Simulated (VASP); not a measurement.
# CsPbCl3 (Pm-3m) in VASP: a series of runs

The runs below take CsPbCl3 through single point, with PBE, r2SCAN.

Program: VASP 6.6.1. These are calculated values, not measurements. Logs are shortened: lines on timing, memory, paths and dates and some standing lists are left out, and cuts for length are marked.

**1. The crystal as given**

Symmetry: Pm-3m, No. 221, cubic system. The conventional cell has a = 5.677 Å, b = 5.677 Å, c = 5.677 Å, α = 90.00°, β = 90.00°, γ = 90.00°. Around Cs (site symmetry m-3m) lie 12 Cl at 4.01 Å. Pb (site symmetry m-3m) has 6 Cl at 2.84 Å as nearest neighbours. Around Cl (site symmetry 4/mmm) lie 2 Pb at 2.84 Å.

**2. Single point, PBE**

INCAR

```
ALGO     = Normal         # electronic algorithm
EDIFF    = 1E-6           # SCF threshold, eV
ENCUT    = 520            # plane-wave cutoff, eV
GGA      = PE             # functional
ISIF     = 2              # what is computed and relaxed
ISMEAR   = 0              # smearing method
LASPH    = True           # aspherical terms in the spheres
LCHARG   = False          # write CHGCAR
LREAL    = False          # projectors in reciprocal space
LWAVE    = False          # write WAVECAR
NBANDS   = 30             # bands
NELM     = 100            # most SCF steps
PREC     = Accurate       # precision mode
SIGMA    = 0.01           # smearing width, eV
```

KPOINTS

```
k-points
0
Gamma
  4 4 4
```

POSCAR

```
CsPbCl3
1.0
    5.6767292965      0.0000000000      0.0000000000
    0.0000000000      5.6767292965      0.0000000000
    0.0000000000      0.0000000000      5.6767292965
Cs Pb Cl
1 1 3
Direct
    0.0000000000      0.0000000000      0.0000000000
    0.5000000000      0.5000000000      0.5000000000
    0.5000000000      0.5000000000      0.0000000000
    0.0000000000      0.5000000000      0.5000000000
    0.5000000000      0.0000000000      0.5000000000
```

Potentials or basis: VASP PAW PBE potentials, release 64 (Cs_sv, Pb_d, Cl).

On the command line:

```bash
> cat potpaw_PBE.64/Cs_sv/POTCAR potpaw_PBE.64/Pb_d/POTCAR potpaw_PBE.64/Cl/POTCAR > POTCAR
> mpirun -np 1 vasp_std > vasp.out
```

OUTCAR:

```text
EDIFF = 1E-6
   ENCUT = 520
   GGA = PE
   ISIF = 2
   ISMEAR = 0
   LASPH = True
   LREAL = False
   NELM = 100
   PREC = Accurate

 ion  position               nearest neighbor table
   1  0.000  0.000  0.000-
   2  0.500  0.500  0.500-   3 2.84   4 2.84   5 2.84   3 2.84   5 2.84   4 2.84
   3  0.500  0.500  0.000-   2 2.84   2 2.84
   4  0.000  0.500  0.500-   2 2.84   2 2.84
   5  0.500  0.000  0.500-   2 2.84   2 2.84

  LATTYP: Found a simple cubic cell.
 ALAT       =     5.6767292965

  Lattice vectors:

 A1 = (   5.6767292965,   0.0000000000,   0.0000000000)
 A2 = (   0.0000000000,   5.6767292965,   0.0000000000)
 A3 = (   0.0000000000,   0.0000000000,   5.6767292965)

Analysis of symmetry for initial positions (statically):
=====================================================================
 Subroutine PRICEL returns:
 Original cell was already a primitive cell.

 Routine SETGRP: Setting up the symmetry group for a
 simple cubic supercell.

 Subroutine GETGRP returns: Found 48 space group operations
 (whereof 48 operations were pure point group operations)
 out of a pool of 48 trial point group operations.

The static configuration has the point symmetry O_h .

Analysis of symmetry for dynamics (positions and initial velocities):
=====================================================================
 Subroutine PRICEL returns:
 Original cell was already a primitive cell.

 Routine SETGRP: Setting up the symmetry group for a
 simple cubic supercell.

 Subroutine GETGRP returns: Found 48 space group operations
 (whereof 48 operations were pure point group operations)
 out of a pool of 48 trial point group operations.

The dynamic configuration has the point symmetry O_h .

 Subroutine INISYM returns: Found 48 space group operations
 (whereof 48 operations are pure point group operations),
 and found     1 'primitive' translations

----------------------------------------------------------------------------------------

                                     Primitive cell

  volume of cell :     182.9341

  direct lattice vectors                    reciprocal lattice vectors
     5.676729296  0.000000000  0.000000000     0.176157775  0.000000000  0.000000000
     0.000000000  5.676729296  0.000000000     0.000000000  0.176157775  0.000000000
     0.000000000  0.000000000  5.676729296     0.000000000  0.000000000  0.176157775

  length of vectors
     5.676729296  5.676729296  5.676729296     0.176157775  0.176157775  0.176157775

  position of ions in fractional coordinates (direct lattice)
     0.000000000  0.000000000  0.000000000
     0.500000000  0.500000000  0.500000000
     0.500000000  0.500000000  0.000000000
     0.000000000  0.500000000  0.500000000
     0.500000000  0.000000000  0.500000000

  ion indices of the primitive-cell ions
   primitive index   ion index
                 1           1
                 2           2
                 3           3
                 4           4
                 5           5

----------------------------------------------------------------------------------------

 KPOINTS: k-points

Automatic generation of k-mesh.
 Grid dimensions read from file:
 generate k-points for:    4    4    4

 Generating k-lattice:

  Cartesian coordinates                     Fractional coordinates (reciprocal lattice)
     0.044039444  0.000000000  0.000000000     0.250000000  0.000000000  0.000000000
     0.000000000  0.044039444  0.000000000     0.000000000  0.250000000  0.000000000
     0.000000000  0.000000000  0.044039444     0.000000000  0.000000000  0.250000000

  Length of vectors
     0.044039444  0.044039444  0.044039444

  Shift w.r.t. Gamma in fractional coordinates (k-lattice)
     0.000000000  0.000000000  0.000000000

 Subroutine IBZKPT returns following result:
 ===========================================

 Found     10 irreducible k-points:

 Following reciprocal coordinates:
            Coordinates               Weight
  0.000000  0.000000  0.000000      1.000000
  0.250000  0.000000  0.000000      6.000000
  0.500000  0.000000  0.000000      3.000000
  0.250000  0.250000  0.000000     12.000000
  0.500000  0.250000  0.000000     12.000000
  0.500000  0.500000  0.000000      3.000000
  0.250000  0.250000  0.250000      8.000000
  0.500000  0.250000  0.250000     12.000000
  0.500000  0.500000  0.250000      6.000000
  0.500000  0.500000  0.500000      1.000000
   k-points           NKPTS =     10   k-points in BZ     NKDIM =     10   number of bands    NBANDS=     30
   number of dos      NEDOS =    301   number of ions     NIONS =      5
   total plane-waves  NPLWV =  74088
   dimension x,y,z NGX =    42 NGY =   42 NGZ =   42
   dimension x,y,z NGXF=    84 NGYF=   84 NGZF=   84
   ions per type =               1   1   3
   NGX,Y,Z   is equivalent  to a cutoff of  12.30, 12.30, 12.30 a.u.
   NGXF,Y,Z  is equivalent  to a cutoff of  24.60, 24.60, 24.60 a.u.
 SYSTEM =  unknown system
   PREC   = accura    normal or accurate (medium, high low for compatibility)
   ISTART =      0    job   : 0-new  1-cont  2-samecut
   ICHARG =      2    charge: 1-file 2-atom 10-const
   ISPIN  =      1    spin polarized calculation?
   LNONCOLLINEAR =      F non collinear calculations
   LSORBIT =      F    spin-orbit coupling
   LASPH  =      T    aspherical Exc in radial PAW
   ENCUT  =  520.0 eV  38.22 Ry    6.18 a.u.  10.55 10.55 10.55*2*pi/ulx,y,z
   NELM   =    100;   NELMIN=  2; NELMDL= -5     # of ELM steps
   EDIFF  = 0.1E-05   stopping-criterion for ELM
   LREAL  =      F    real-space projection
   EDIFFG = 0.1E-04   stopping-criterion for IOM
   NSW    =      0    number of steps for IOM
   IBRION =     -1    ionic relax: 0-MD 1-quasi-New 2-CG
   NFREE  =      0    steps in history (QN), initial steepest desc. (CG)
   ISIF   =      2    stress and relaxation
   ISYM   =      2    0-nonsym 1-usesym 2-fastsym
   POTIM  = 0.5000    time-step for ionic-motion
   TEBEG  =    0.0;   TEEND  =   0.0 temperature during run
   PSTRESS=    0.0 pullay stress
   NELECT =      44.0000    total number of electrons
   NUPDOWN=      -1.0000    fix difference up-down
   EMIN   =  10.00;   EMAX   =-10.00  energy-range for DOS
   EFERMI =   0.00;   METHOD = LEGACY
   ISMEAR =     0;   SIGMA  =   0.01  broadening in eV -4-tet -1-fermi 0-gaus
   EFERMI_NEDOS =   21; number of points for ismear=-14 and -15
   IALGO  =     38    algorithm
   IMIX   =      4    mixing-type and parameters
     AMIX     =   0.40;   BMIX     =  1.00
     AMIX_MAG =   1.60;   BMIX_MAG =  1.00
  volume/ion in A,a.u.               =      36.59       246.90
  Fermi-wavevector in a.u.,A,eV,Ry     =   1.018109  1.923947 14.103059  1.036546
  Thomas-Fermi vector in A             =   2.151548
   LORBIT       =      0    0 simple, 1 ext, 2 COOP (PROOUT), +10 PAW based schemes
   GGA     = PE    functional components
   LHFCALC =     F    Hartree Fock is set to
   AEXX    =    0.0000 exact exchange contribution
   IVDW    =     0    specifies the selected vdW correction
   LEPSILON=     F    determine dielectric tensor
   LRPA    =     F    only Hartree local field effects (RPA)
 non-spin polarized calculation
 Gauss-broadening in eV      SIGMA  =   0.01
  energy-cutoff  :      520.00
  volume of cell :      182.93
 maximum number of plane-waves:      4956
   NGX = 21   NGY = 21   NGZ = 21

 number of electron      44.0000021 magnetization

 Free energy of the ion-electron system (eV)
  ---------------------------------------------------
  ext. energy  EPLUGINS =         0.00000000
  ---------------------------------------------------
  free energy    TOTEN  =       -17.53453469 eV

  energy without entropy =      -17.53453469  energy(sigma->0) =      -17.53453469

 E-fermi :   1.4430     XC(G=0):  -7.6578

 val. band max:        1.3268067868   @ k =   0.5000   0.5000   0.5000
 cond. band min:       3.4237099776   @ k =   0.5000   0.5000   0.5000
 fundamental gap:      2.0969031908
 Fermi energy:         1.4430030235

 k-point     1 :       0.0000    0.0000    0.0000
  band No.  band energies     occupation
      1     -19.8495      2.00000
      2     -15.3149      2.00000
      3     -15.3149      2.00000
      4     -15.1223      2.00000
      5     -15.1223      2.00000
      6     -15.1223      2.00000
[... 22 lines left out ...]
     29       7.4409      0.00000
     30       7.4409      0.00000

 k-point     2 :       0.2500    0.0000    0.0000
  band No.  band energies     occupation
      1     -19.8486      2.00000
      2     -15.3148      2.00000
      3     -15.2732      2.00000
      4     -15.1229      2.00000
      5     -15.1229      2.00000
      6     -15.1223      2.00000
[... 22 lines left out ...]
     29       6.9691      0.00000
     30       7.6994      0.00000

 k-point     3 :       0.5000    0.0000    0.0000
  band No.  band energies     occupation
      1     -19.8478      2.00000
      2     -15.3148      2.00000
      3     -15.2299      2.00000
      4     -15.1235      2.00000
      5     -15.1235      2.00000
      6     -15.1223      2.00000
[... 22 lines left out ...]
     29       7.2726      0.00000
     30       8.3930      0.00000

 k-point     4 :       0.2500    0.2500    0.0000
  band No.  band energies     occupation
      1     -19.8478      2.00000
      2     -15.2947      2.00000
      3     -15.2497      2.00000
      4     -15.1235      2.00000
      5     -15.1229      2.00000
      6     -15.1229      2.00000
[... 154 lines left out ...]
     29       7.6270      0.00000
     30       7.6453      0.00000

 k-point     9 :       0.5000    0.5000    0.2500
  band No.  band energies     occupation
      1     -19.8457      2.00000
      2     -15.2269      2.00000
      3     -15.1757      2.00000
      4     -15.1247      2.00000
      5     -15.1241      2.00000
      6     -15.1241      2.00000
[... 22 lines left out ...]
     29       7.3171      0.00000
     30       7.7163      0.00000

 k-point    10 :       0.5000    0.5000    0.5000
  band No.  band energies     occupation
      1     -19.8451      2.00000
      2     -15.1757      2.00000
      3     -15.1757      2.00000
      4     -15.1247      2.00000
      5     -15.1247      2.00000
      6     -15.1247      2.00000
[... 22 lines left out ...]
     29       7.0834      0.00000
     30       8.2491      0.00000

------------------------ aborting loop because EDIFF is reached ----------------------------------------

  FORCE on cell =-STRESS in cart. coord.  units (eV):
  Direction    XX          YY          ZZ          XY          YZ          ZX
  --------------------------------------------------------------------------------------
  -------------------------------------------------------------------------------------
  Total        0.8527750      0.8527750      0.8527750     -0.0000000     -0.0000000      0.0000000
  in kB        7.4687944      7.4687944      7.4687944     -0.0000000     -0.0000000      0.0000000
  external PRESSURE =       7.4687944 kB  Pullay stress =       0.0000000 kB

 VOLUME and BASIS-vectors are now :
 -----------------------------------------------------------------------------
  energy-cutoff  :      520.00
  volume of cell :      182.93
      direct lattice vectors                 reciprocal lattice vectors
     5.676729296  0.000000000  0.000000000     0.176157775  0.000000000  0.000000000
     0.000000000  5.676729296  0.000000000     0.000000000  0.176157775  0.000000000
     0.000000000  0.000000000  5.676729296     0.000000000  0.000000000  0.176157775

 POSITION                                       TOTAL-FORCE (eV/Angst)
 -----------------------------------------------------------------------------------
      0.00000      0.00000      0.00000         0.000000      0.000000      0.000000
      2.83836      2.83836      2.83836         0.000000      0.000000      0.000000
      2.83836      2.83836      0.00000         0.000000      0.000000      0.000000
      0.00000      2.83836      2.83836         0.000000      0.000000      0.000000
      2.83836      0.00000      2.83836         0.000000      0.000000      0.000000
 -----------------------------------------------------------------------------------
    total drift:                                0.000000     -0.000000     -0.000000

  FREE ENERGIE OF THE ION-ELECTRON SYSTEM (eV)
  ---------------------------------------------------
  free  energy   TOTEN  =       -17.5345346886 eV

  energy  without entropy=      -17.5345346886  energy(sigma->0) =      -17.53453469
```

Wall time 42 s (1 thread of Intel Xeon Platinum 8488C (Sapphire Rapids), shared host); peak memory 0.27 GiB.

Results:

| Quantity | Value |
| --- | --- |
| Free energy | -17.5345 eV |
| Pressure | 0.7 GPa |
| Band gap on the k mesh | 2.10 eV, direct |

Caveat: spin-orbit coupling is left out, which as a rule narrows the gap of such compounds by several tenths of an eV. As with any semilocal functional, this PBE gap is likely too small.

**3. Single point, r2SCAN**

POSCAR is that of step 2.

INCAR.step1

```
  PREC = Accurate
  ENCUT = 520
  ISMEAR = 0
  SIGMA = 0.01
  LREAL = F
  LASPH = T
  NELM = 100
  NBANDS = 30
  GGA = PE
  ALGO = Normal
  EDIFF = 1E-4
  LWAVE = T
  LCHARG = F
```

INCAR.step2

```
  PREC = Accurate
  ENCUT = 520
  EDIFF = 1E-7
  ISMEAR = 0
  SIGMA = 0.01
  LREAL = F
  LASPH = T
  NELM = 100
  ALGO = Normal
  ISIF = 2
  LWAVE = F
  LCHARG = F
  METAGGA = R2SCAN
  LMIXTAU = T
  NBANDS = 30
  ISTART = 1
```

KPOINTS

```
regular mesh
0
Gamma
  4 4 4
```

Potentials or basis: VASP PAW PBE potentials, release 64 (Cs_sv, Pb_d, Cl).

On the command line:

```bash
> cat potpaw_PBE.64/Cs_sv/POTCAR potpaw_PBE.64/Pb_d/POTCAR potpaw_PBE.64/Cl/POTCAR > POTCAR
> cp INCAR.step1 INCAR
> mpirun -np 1 vasp_std > vasp.out
> cp INCAR.step2 INCAR
> mpirun -np 1 vasp_std > vasp.out
```

Wall time 2.6 min (1 thread of Intel Xeon Platinum 8488C (Sapphire Rapids), shared host); peak memory 0.3 GiB.

The run converged. Its results:

```yaml
Free_energy: -108.1728 eV
Pressure: 0.0 GPa
Band_gap_on_the_k_mesh: 2.48 eV, direct
```

Levels at points of the mesh, in eV from the valence-band top:
```csv
k point,band 20,band 21,band 22,band 23,band 24,band 25
"(0.00, 0.00, 0.00)",-2.43,-2.43,-2.43,4.01,4.91,4.91
"(0.50, 0.00, 0.00)",-2.53,-2.53,-1.64,3.50,5.33,5.79
"(0.50, 0.50, 0.00)",-2.68,-2.13,-0.79,3.03,3.03,5.41
"(0.50, 0.50, 0.50)",-2.12,-2.12,0.00,2.48,2.48,2.48
```

Caveat: the PAW data sets were made with another functional, which shifts forces and pressure a little; spin-orbit coupling is left out, which as a rule narrows the gap of such compounds by several tenths of an eV. r2SCAN opens gaps a little over a GGA but as a rule still falls short of measured ones.
